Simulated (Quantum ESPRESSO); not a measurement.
**CuO (Tenorite): equation of state with LDA**

Crystal: CuO (Tenorite).

```
Cu O
1.0
     2.34185   -1.71130    0.00000
     2.34185    1.71130    0.00000
    -0.85003    0.00000    5.05787
Cu O
2 2
Direct
  0.50000 0.00000 0.50000
  0.00000 0.50000 0.00000
  0.41840 0.58160 0.75000
  0.58160 0.41840 0.25000
```

```
Program                     : Quantum ESPRESSO 7.5
Task                        : equation of state
Functional                  : LDA
Potentials or basis         : GBRV 1.5 LDA
Cutoff                      : 762 eV
Density cutoff              : 6095 eV
k mesh                      : 10 × 10 × 5
Occupations                 : fermi-dirac, width 0.05 eV
Spin                        : no spin polarisation
Form of the LDA correlation : PZ81
Mixing beta                 : 0.5
Most SCF iterations         : 120
SCF threshold               : 8e-10 Ry
```

The equilibrium volume is 9.70 Å³/atom and the bulk modulus at fixed shape and positions is 207 GPa. The pressure derivative of the bulk modulus is 4.7.

Energy against volume, from the lowest point:
```tsv
volume (Å³/atom)	energy (meV/atom)
9.527	1.95
9.730	0.00
9.932	3.43
10.135	11.65
10.338	24.13
10.540	40.37
10.743	59.96
```

All runs of the series together: 20 min on 2 threads of Intel(R) Xeon(R) Processor @ 2.50GHz (Skylake/Cascade Lake), with other jobs on the host.

Caveat: the cell was scaled at fixed shape and fractional positions, which overstates the stiffness of a crystal with free parameters, most of all of layers and chains; the run has no spin polarisation, though such a crystal can be magnetic.
